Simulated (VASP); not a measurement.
# Ge (Fd-3m) in VASP: a series of runs

One crystal, Ge, is run at these levels: PBEsol, r2SCAN; tasks: relaxation of the atoms, relaxation of cell and atoms.

Program: VASP 6.6.1. These are calculated values, not measurements. Logs are shortened: lines on timing, memory, paths and dates and some standing lists are left out, and cuts for length are marked.

### Step 1. The crystal as given

The structure is cubic, space group Fd-3m (No. 227). Conventional cell: a = 5.658 Å, b = 5.658 Å, c = 5.658 Å, α = 90.00°, β = 90.00°, γ = 90.00°. Around Ge (site symmetry -43m) lie 4 Ge at 2.45 Å.

### Step 2. Relaxation of the atoms, PBEsol (a relaxed cell with its volume scaled by 1.02)

INCAR reads:

```
SYSTEM = Ge
PREC     = Accurate       ! precision mode
ENCUT    = 600            ! plane-wave cutoff, eV
EDIFF    = 1E-7           ! SCF threshold, eV
ISMEAR   = 0              ! smearing method
SIGMA    = 0.03           ! smearing width, eV
LREAL    = .False.        ! projectors in reciprocal space
LASPH    = .True.         ! aspherical terms in the spheres
NELM     = 80             ! most SCF steps
ALGO     = Fast           ! electronic algorithm
ISIF     = 2              ! what is computed and relaxed
LWAVE    = .False.        ! write WAVECAR
LCHARG   = .False.        ! write CHGCAR
GGA      = PS             ! functional
IBRION   = 2              ! ionic algorithm
NSW      = 40             ! ionic steps
EDIFFG   = -0.01          ! ionic threshold
```

KPOINTS reads:

```
regular mesh
0
Gamma
  10 10 10
  0 0 0
```

POSCAR reads:

```
Ge                                      
1.0
    0.0000000000      2.8557914579      2.8557914579
    2.8557914579      0.0000000000      2.8557914579
    2.8557914579      2.8557914579      0.0000000000
  Ge            
     2
Direct
     0.0000000000000000    0.0000000000000000    0.0000000000000000
     0.2500000000000000    0.2500000000000000    0.2500000000000000
```

Potentials or basis: VASP PAW PBE potentials, release 64 (Ge_d).

Run with:

```
> cat potpaw_PBE.64/Ge_d/POTCAR > POTCAR
> mpirun -np 1 vasp_std > vasp.out
```

OUTCAR:

```text
SYSTEM = Ge
   PREC = Accurate
   ENCUT = 600
   EDIFF = 1E-7
   ISMEAR = 0
   LREAL = .False.
   LASPH = .True.
   NELM = 80
   ISIF = 2
   GGA = PS
   IBRION = 2
   NSW = 40
   EDIFFG = -0.01

 ion  position               nearest neighbor table
   1  0.000  0.000  0.000-   2 2.47   2 2.47   2 2.47   2 2.47
   2  0.250  0.250  0.250-   1 2.47   1 2.47   1 2.47   1 2.47

  LATTYP: Found a face centered cubic cell.
 ALAT       =     5.7115829158

  Lattice vectors:

 A1 = (   0.0000000000,   2.8557914579,   2.8557914579)
 A2 = (   2.8557914579,   0.0000000000,   2.8557914579)
 A3 = (   2.8557914579,   2.8557914579,   0.0000000000)

Analysis of symmetry for initial positions (statically):
=====================================================================
 Subroutine PRICEL returns:
 Original cell was already a primitive cell.

 Routine SETGRP: Setting up the symmetry group for a
 face centered cubic supercell.

 Subroutine GETGRP returns: Found 48 space group operations
 (whereof 24 operations were pure point group operations)
 out of a pool of 48 trial point group operations.

The static configuration has the point symmetry T_d .
 The point group associated with its full space group is O_h .

Analysis of symmetry for dynamics (positions and initial velocities):
=====================================================================
 Subroutine PRICEL returns:
 Original cell was already a primitive cell.

 Routine SETGRP: Setting up the symmetry group for a
 face centered cubic supercell.

 Subroutine GETGRP returns: Found 48 space group operations
 (whereof 24 operations were pure point group operations)
 out of a pool of 48 trial point group operations.

The dynamic configuration has the point symmetry T_d .
 The point group associated with its full space group is O_h .

 Subroutine INISYM returns: Found 48 space group operations
 (whereof 24 operations are pure point group operations),
 and found     1 'primitive' translations

----------------------------------------------------------------------------------------

                                     Primitive cell

  volume of cell :      46.5811

  direct lattice vectors                    reciprocal lattice vectors
     0.000000000  2.855791458  2.855791458    -0.175082812  0.175082812  0.175082812
     2.855791458  0.000000000  2.855791458     0.175082812 -0.175082812  0.175082812
     2.855791458  2.855791458  0.000000000     0.175082812  0.175082812 -0.175082812

  length of vectors
     4.038699011  4.038699011  4.038699011     0.303252327  0.303252327  0.303252327

  position of ions in fractional coordinates (direct lattice)
     0.000000000  0.000000000  0.000000000
     0.250000000  0.250000000  0.250000000

  ion indices of the primitive-cell ions
   primitive index   ion index
                 1           1
                 2           2

----------------------------------------------------------------------------------------

 KPOINTS: regular mesh

Automatic generation of k-mesh.
 Grid dimensions read from file:
 generate k-points for:   10   10   10

 Generating k-lattice:

  Cartesian coordinates                     Fractional coordinates (reciprocal lattice)
    -0.017508281  0.017508281  0.017508281     0.100000000  0.000000000  0.000000000
     0.017508281 -0.017508281  0.017508281     0.000000000  0.100000000  0.000000000
     0.017508281  0.017508281 -0.017508281     0.000000000  0.000000000  0.100000000

  Length of vectors
     0.030325233  0.030325233  0.030325233

  Shift w.r.t. Gamma in fractional coordinates (k-lattice)
     0.000000000  0.000000000  0.000000000

 Subroutine IBZKPT returns following result:
 ===========================================

 Found     47 irreducible k-points:

 Following reciprocal coordinates:
            Coordinates               Weight
  0.000000  0.000000  0.000000      1.000000
  0.100000  0.000000  0.000000      8.000000
  0.200000  0.000000  0.000000      8.000000
  0.300000  0.000000  0.000000      8.000000
  0.400000  0.000000  0.000000      8.000000
  0.500000  0.000000  0.000000      4.000000
[... 16 lines left out ...]
  0.300000  0.300000  0.000000      6.000000
  0.400000  0.300000  0.000000     24.000000
 [... further k-points ...]
   k-points           NKPTS =     47   k-points in BZ     NKDIM =     47   number of bands    NBANDS=     18
   number of dos      NEDOS =    301   number of ions     NIONS =      2
   total plane-waves  NPLWV =  32768
   dimension x,y,z NGX =    32 NGY =   32 NGZ =   32
   dimension x,y,z NGXF=    64 NGYF=   64 NGZF=   64
   ions per type =               2
   NGX,Y,Z   is equivalent  to a cutoff of  13.17, 13.17, 13.17 a.u.
   NGXF,Y,Z  is equivalent  to a cutoff of  26.34, 26.34, 26.34 a.u.
 SYSTEM =  Ge
   PREC   = accura    normal or accurate (medium, high low for compatibility)
   ISTART =      0    job   : 0-new  1-cont  2-samecut
   ICHARG =      2    charge: 1-file 2-atom 10-const
   ISPIN  =      1    spin polarized calculation?
   LNONCOLLINEAR =      F non collinear calculations
   LSORBIT =      F    spin-orbit coupling
   LASPH  =      T    aspherical Exc in radial PAW
   ENCUT  =  600.0 eV  44.10 Ry    6.64 a.u.   8.07  8.07  8.07*2*pi/ulx,y,z
   NELM   =     80;   NELMIN=  2; NELMDL= -5     # of ELM steps
   EDIFF  = 0.1E-06   stopping-criterion for ELM
   LREAL  =      F    real-space projection
   EDIFFG = -.1E-01   stopping-criterion for IOM
   NSW    =     40    number of steps for IOM
   IBRION =      2    ionic relax: 0-MD 1-quasi-New 2-CG
   NFREE  =      1    steps in history (QN), initial steepest desc. (CG)
   ISIF   =      2    stress and relaxation
   ISYM   =      2    0-nonsym 1-usesym 2-fastsym
   POTIM  = 0.5000    time-step for ionic-motion
   TEBEG  =    0.0;   TEEND  =   0.0 temperature during run
   PSTRESS=    0.0 pullay stress
   NELECT =      28.0000    total number of electrons
   NUPDOWN=      -1.0000    fix difference up-down
   EMIN   =  10.00;   EMAX   =-10.00  energy-range for DOS
   EFERMI =   0.00;   METHOD = LEGACY
   ISMEAR =     0;   SIGMA  =   0.03  broadening in eV -4-tet -1-fermi 0-gaus
   EFERMI_NEDOS =   21; number of points for ismear=-14 and -15
   IALGO  =     68    algorithm
   IMIX   =      4    mixing-type and parameters
     AMIX     =   0.40;   BMIX     =  1.00
     AMIX_MAG =   1.60;   BMIX_MAG =  1.00
  volume/ion in A,a.u.               =      23.29       157.17
  Fermi-wavevector in a.u.,A,eV,Ry     =   1.381628  2.610898 25.972093  1.908895
  Thomas-Fermi vector in A             =   2.506394
   LORBIT       =      0    0 simple, 1 ext, 2 COOP (PROOUT), +10 PAW based schemes
   GGA     = PS    functional components
   LHFCALC =     F    Hartree Fock is set to
   AEXX    =    0.0000 exact exchange contribution
   IVDW    =     0    specifies the selected vdW correction
   LEPSILON=     F    determine dielectric tensor
   LRPA    =     F    only Hartree local field effects (RPA)
 conjugate gradient relaxation of ions
 non-spin polarized calculation
 RMM-DIIS sequential band-by-band and
 Gauss-broadening in eV      SIGMA  =   0.03
  energy-cutoff  :      600.00
  volume of cell :       46.58
 maximum number of plane-waves:      1588
   NGX = 17   NGY = 17   NGZ = 17

 number of electron      28.0000028 magnetization

 Free energy of the ion-electron system (eV)
  ---------------------------------------------------
  ext. energy  EPLUGINS =         0.00000000
  ---------------------------------------------------
  free energy    TOTEN  =        -9.86789419 eV

  energy without entropy =       -9.86782431  energy(sigma->0) =       -9.86785925

 E-fermi :   4.5948     XC(G=0):  -9.9943

 val. band max:        4.5902064975   @ k =   0.0000   0.0000   0.0000
 cond. band min:       4.6277555116   @ k =   0.5000   0.0000   0.0000
 fundamental gap:      0.0375490141
 Fermi energy:         4.5948277708

 k-point     1 :       0.0000    0.0000    0.0000
  band No.  band energies     occupation
      1     -20.1352      2.00000
      2     -20.1352      2.00000
      3     -20.1352      2.00000
      4     -20.1007      2.00000
      5     -20.1007      2.00000
      6     -19.9036      2.00000
[... 10 lines left out ...]
     17       7.1093      0.00000
     18       7.1093      0.00000

 k-point     2 :       0.1000    0.0000    0.0000
  band No.  band energies     occupation
      1     -20.1405      2.00000
      2     -20.1405      2.00000
      3     -20.1336      2.00000
      4     -20.0934      2.00000
      5     -20.0934      2.00000
      6     -19.9123      2.00000
[... 10 lines left out ...]
     17       7.4083      0.00000
     18       7.6369      0.00000

 k-point     3 :       0.2000    0.0000    0.0000
  band No.  band energies     occupation
      1     -20.1488      2.00000
      2     -20.1488      2.00000
      3     -20.1295      2.00000
      4     -20.0802      2.00000
      5     -20.0802      2.00000
      6     -19.9237      2.00000
[... 10 lines left out ...]
     17       7.9593      0.00000
     18       9.1444      0.00000

 k-point     4 :       0.3000    0.0000    0.0000
  band No.  band energies     occupation
      1     -20.1546      2.00000
      2     -20.1546      2.00000
      3     -20.1243      2.00000
      4     -20.0693      2.00000
      5     -20.0693      2.00000
      6     -19.9320      2.00000
[... 375 lines left out ...]
      4     -20.0705      2.00000
      5     -20.0490      2.00000
      6     -19.9549      2.00000
[... 10 lines left out ...]
     17       8.7162      0.00000
     18       9.6065      0.00000

 k-point    23 :       0.3000    0.3000    0.0000
  band No.  band energies     occupation
      1     -20.1571      2.00000
      2     -20.1571      2.00000
      3     -20.1351      2.00000
      4     -20.0562      2.00000
      5     -20.0173      2.00000
      6     -20.0062      2.00000
[... 10 lines left out ...]
     17      11.1661      0.00000
     18      11.2315      0.00000

 k-point    24 :       0.4000    0.3000    0.0000
  band No.  band energies     occupation
      1     -20.1666      2.00000
      2     -20.1614      2.00000
      3     -20.1196      2.00000
      4     -20.0421      2.00000
      5     -20.0227      2.00000
      6     -20.0013      2.00000
[... 10 lines left out ...]
     17      11.1047      0.00000
     18      11.6678      0.00000

 [... further k-points ...]
[... 5 lines left out ...]
  --------------------------------------------------------------------------------------
  -------------------------------------------------------------------------------------
  Total       -0.3687248     -0.3687248     -0.3687248      0.0000000      0.0000000     -0.0000000
  in kB      -12.6824573    -12.6824573    -12.6824573      0.0000000      0.0000000     -0.0000000
  external PRESSURE =     -12.6824573 kB  Pullay stress =       0.0000000 kB

 VOLUME and BASIS-vectors are now :
 -----------------------------------------------------------------------------
  energy-cutoff  :      600.00
  volume of cell :       46.58
      direct lattice vectors                 reciprocal lattice vectors
     0.000000000  2.855791458  2.855791458    -0.175082812  0.175082812  0.175082812
     2.855791458  0.000000000  2.855791458     0.175082812 -0.175082812  0.175082812
     2.855791458  2.855791458  0.000000000     0.175082812  0.175082812 -0.175082812

 POSITION                                       TOTAL-FORCE (eV/Angst)
 -----------------------------------------------------------------------------------
      0.00000      0.00000      0.00000         0.000000      0.000000      0.000000
      1.42790      1.42790      1.42790        -0.000000     -0.000000     -0.000000
 -----------------------------------------------------------------------------------
    total drift:                               -0.000000      0.000000      0.000000

  FREE ENERGIE OF THE ION-ELECTRON SYSTEM (eV)
  ---------------------------------------------------
  free  energy   TOTEN  =        -9.8678941898 eV

  energy  without entropy=       -9.8678243084  energy(sigma->0) =       -9.86785925

 reached required accuracy - stopping structural energy minimisation
```

Run time: 21 s. Hardware: 1 thread of Intel Xeon 6975P-C (Granite Rapids), shared host; peak memory 0.19 GiB.

What came out:

```
Free energy             : -9.8679 eV
Pressure after relaxing : -1.3 GPa
Band gap on the k mesh  : none (metal or under the smearing width)
```

Final structure:
```yaml
crystal:
  lattice:
    - [0.00000, 2.85579, 2.85579]
    - [2.85579, 0.00000, 2.85579]
    - [2.85579, 2.85579, 0.00000]
  atoms:
    - { symbol: Ge, position: [0.00000, 0.00000, 0.00000] }
    - { symbol: Ge, position: [0.25000, 0.25000, 0.25000] }
```

Caveat: the relaxation stopped at its first step, so nothing moved; the PAW data sets were made with another functional, which shifts forces and pressure a little.

### Step 3. Relaxation of the atoms, PBEsol (a relaxed cell with its volume scaled by 1.04)

INCAR is that of step 2.

KPOINTS is that of step 2.

POSCAR reads:

```
Ge                                      
1.0
    0.0000000000      2.8743360779      2.8743360779
    2.8743360779      0.0000000000      2.8743360779
    2.8743360779      2.8743360779      0.0000000000
  Ge            
     2
Direct
     0.0000000000000000    0.0000000000000000    0.0000000000000000
     0.2500000000000000    0.2500000000000000    0.2500000000000000
```

Potentials or basis: VASP PAW PBE potentials, release 64 (Ge_d).

Run with:

```
> cat potpaw_PBE.64/Ge_d/POTCAR > POTCAR
> mpirun -np 1 vasp_std > vasp.out
```

Wall time 19 s (1 thread of Intel Xeon 6975P-C (Granite Rapids), shared host); peak memory 0.19 GiB.

The run converged. Its results:

* Free energy: -9.8575 eV
* Pressure after relaxing: -2.4 GPa
* Band gap on the k mesh: none (metal or under the smearing width)

Final structure:
```cif
data_structure
_symmetry_space_group_name_H-M 'P 1'
_symmetry_Int_Tables_number 1
_cell_length_a 4.0649
_cell_length_b 4.0649
_cell_length_c 4.0649
_cell_angle_alpha 60.000
_cell_angle_beta 60.000
_cell_angle_gamma 60.000
_cell_volume 47.49
loop_
_atom_site_label
_atom_site_type_symbol
_atom_site_fract_x
_atom_site_fract_y
_atom_site_fract_z
_atom_site_occupancy
Ge1 Ge 0.00000 0.00000 0.00000 1
Ge2 Ge 0.25000 0.25000 0.25000 1
```

Levels at points of the mesh, in eV from the Fermi level:
```
           k point  band 11  band 12  band 13  band 14  band 15  band 16  band 17  band 18
(0.00, 0.00, 0.00)   -12.42    -0.41     0.02     0.02     0.02     2.53     2.53     2.53
(0.50, 0.00, 0.00)   -10.43    -7.39    -1.31    -1.31     0.01     3.71     3.71     6.96
(0.50, 0.50, 0.00)    -8.70    -8.70    -2.90    -2.90     0.75     0.75     9.14     9.22
```

Caveat: the relaxation stopped at its first step, so nothing moved; the PAW data sets were made with another functional, which shifts forces and pressure a little.

[end of part 1 of 2]
